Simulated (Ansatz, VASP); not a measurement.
One calculation of SiW, two programs

```
CELL_PARAMETERS angstrom
3.05843 0.00000 0.00000
0.00000 3.05843 0.00000
0.00000 0.00000 3.05843
ATOMIC_POSITIONS crystal
Si 0.00000 0.00000 0.00000
W 0.50000 0.50000 0.50000
```

Alike in both runs: functional PBE; k mesh 18 × 18 × 18; occupations gaussian, width 0.1 eV; no spin polarisation.

Ansatz relaxed the structure, and its values are those at the end. VASP's run is a single point on that final structure, the one shown.

```csv
,VASP,Ansatz
version,VASP 6.6.1,Ansatz 0.2.0
potentials or method,"VASP PAW PBE potentials, release 64 (Si, W_sv)","scalar-relativistic, plane waves, PAW"
plane-wave cutoff (eV),520,420
valence electrons in the cell,18,18
```

Ansatz gave:

| Property | Result |
| --- | --- |
| gap on the k mesh at the Fermi level (eV) | none |
| pressure (GPa) | 0.0 |

Problem. Estimate VASP's values.

Solution. gap on the k mesh at the Fermi level (eV): none; pressure (GPa): 0.2.

A gap of «none» marks a metal or a gap that the smearing closes.

Spin-orbit coupling is left out, which matters for the levels of W.
